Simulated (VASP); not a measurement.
Mg2Sn: relaxation of cell and atoms with PBE

The system is Mg2Sn.

```
Mg Sn
1.0
     0.00000    3.36950    3.36950
     3.36950    0.00000    3.36950
     3.36950    3.36950    0.00000
Mg Sn
2 1
Direct
  0.25000 0.25000 0.25000
  0.75000 0.75000 0.75000
  0.00000 0.00000 0.00000
```

```
Program                : VASP 6.6.1
Task                   : relaxation of cell and atoms
Functional             : PBE
Potentials or basis    : VASP PAW PBE potentials, release 64 (Mg, Sn_d)
Cutoff                 : 520 eV
k mesh                 : 9 × 9 × 9
Occupations            : gaussian, width 0.1 eV
Spin                   : no spin polarisation
Further INCAR settings : ALGO = Normal; EDIFF = 1e-06; IBRION = 2; EDIFFG = -0.01; NSW = 90; ISIF = 3
```

The relaxed volume is 26.34 Å³/atom, the relaxed cell is a = 4.817 Å, b = 4.817 Å, c = 4.817 Å, α = 60.00°, β = 60.00°, γ = 60.00° and the space group after relaxing (to 0.05 Å) is Fm-3m (No. 225). The energy gained by relaxing is 3.3 meV/atom and the ionic steps are 2. The pressure after relaxing is 0.0 GPa. The band gap on the k mesh is none (metal or under the smearing width).

The path:
| step | energy change (eV) | largest force (eV/Å) | pressure (GPa) | volume (Å³) |
| --- | --- | --- | --- | --- |
| 1 | 0.0000 | 0.0000 | 1.41 | 76.51 |
| 2 | -0.0099 | 0.0000 | -0.04 | 79.02 |

Final structure:
```
Mg Sn
1.0
     0.00000    3.40590    3.40590
     3.40590    0.00000    3.40590
     3.40590    3.40590    0.00000
Mg Sn
2 1
Direct
  0.25000 0.25000 0.25000
  0.75000 0.75000 0.75000
  0.00000 0.00000 0.00000
```

Levels at points of the mesh, in eV from the Fermi level:
| k point | band 6 | band 7 | band 8 | band 9 | band 10 | band 11 | band 12 | band 13 |
| --- | --- | --- | --- | --- | --- | --- | --- | --- |
| (0.00, 0.00, 0.00) | -8.95 | 0.06 | 0.06 | 0.06 | 1.35 | 2.17 | 2.17 | 2.17 |

It took 35 s on 1 thread of AMD EPYC 9R14 (Zen 4), with other jobs on the host, peak memory 0.2 GiB.

Caveat: this crystal is a semiconductor, whose small gap the functional closes, so the metal is an error of the method. Zero-point motion and thermal expansion aren't in these numbers.
